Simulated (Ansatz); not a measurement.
## Relaxing palladium (hcp)

Method: DFT, RPBE, plane waves (420 eV) with PAW, scalar-relativistic in Ansatz. The PAW files were generated under PBE, with cores re-solved for the functional.

k-point mesh 13×13×7, Fermi-Dirac smearing 0.05 eV, starting moments 0.50, -0.50 μB. Cell and atoms relax.

Starting structure:

```yaml
crystal:
  lattice:
    - [2.7505001182, 0.0, 0.0]
    - [-1.3752500591, 2.3820029755, 0.0]
    - [0.0, 0.0, 4.4915666931]
  atoms:
    - { symbol: Pd, position: [0.3333333333, 0.6666666667, 0.25], spin: 0.5 }
    - { symbol: Pd, position: [0.6666666667, 0.3333333333, 0.75], spin: -0.5 }
hamiltonian:
  xc: rpbe
  pseudopotentials:
    kind: paw
    azcp:
      Pd: "pseudopotentials/Pd.paw.azcp"
basis:
  ecutwfc: 420
  fft_grid_basis: typed
kpoints:
  mp_grid: { grid: [13, 13, 7], shift: [0, 0, 0] }
magnetization:
  spin_polarized: true
scf:
  occupations: { method: fermi_dirac, width: 0.05 }
relax:
  max_steps: 60
  f_tol: 0.01
  cell: {}
```

**Question.** What cell does the relaxation end in?

**Answer.** P6_3/mmc with a = 2.794 Å, c = 4.691 Å (c/a = 1.679); 15.86 Å³ per atom against 14.71 at the start (7.8 %).

**Question.** How much energy does the relaxation gain?

**Answer.** 47.2 meV per atom.

Path of the relaxation (the plane waves are chosen anew near the end, which can shift the energy a little):

```csv
step,E − E(final) (meV/atom),V (Å³/atom),P (GPa),max force (eV/Å)
0,47.17,14.714,13.43,0.000
1,10.50,16.457,-4.83,0.000
2,1.03,15.965,-0.92,0.000
3,0.46,15.848,0.12,0.000
4,0.40,15.856,0.05,0.000
5,0.39,15.862,0.00,0.000
6,0.00,15.862,-0.04,0.000
```

**Question.** Which magnetic state does it end in?

**Answer.** non-magnetic.
